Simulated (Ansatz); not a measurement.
Wanted: the native input for an Ansatz 0.2.0 run.

```
Task                : single point
Functional          : PBE
Potentials or basis : Ansatz PAW
Cutoff              : 420 eV (not typed: the program's choice for these potentials)
k mesh              : 12 × 12 × 12
Occupations         : gaussian, width 0.025 eV
Spin                : no spin polarisation
```

Crystal: Si2W.

```xyz
3
Lattice="-1.6069 1.6069 3.9150 1.6069 -1.6069 3.9150 1.6069 1.6069 -3.9150" Properties=species:S:1:pos:R:3 pbc="T T T"
W     0.0000    0.0000    0.0000
Si    0.0000    0.0000    5.2092
Si    0.0000    0.0000    2.6207
```

The input as run:

input.yaml

```yaml
crystal:
  lattice:
    - [-1.6069, 1.6069, 3.91495]
    - [1.6069, -1.6069, 3.91495]
    - [1.6069, 1.6069, -3.91495]
  atoms:
    - { symbol: W, position: [0.0, 0.0, 0.0] }
    - { symbol: Si, position: [0.6653, 0.6653, 0.0] }
    - { symbol: Si, position: [0.3347, 0.3347, 0.0] }
hamiltonian:
  xc: pbe
  pseudopotentials: { kind: paw }
kpoints:
  mp_grid: { grid: [12, 12, 12] }
scf:
  occupations: { method: gaussian, width: 0.025 }
output:
  forces: true
  stress: true
  eigenvalues: true
  write_density: true
  write_potential: true
  elf: true
  volumetric_format: npy
```

Potentials or basis: Ansatz PAW.

The run is started by

```sh
$ ansatz run input.yaml --threads 2 --pin off --max-ram 5632MiB --backend cpu --events-out ev --progress --plain --runs-dir out
```

It gave:

| Item | Value |
| --- | --- |
| Pressure | 3.3 GPa |
| Largest force | 0.081 eV/Å |
| Band gap on the k mesh | none (metal or under the smearing width) |

It took 2.7 s on 2 threads of Intel(R) Xeon(R) Platinum 8488C (Sapphire Rapids), on a shared host, peak memory 0.45 GiB.
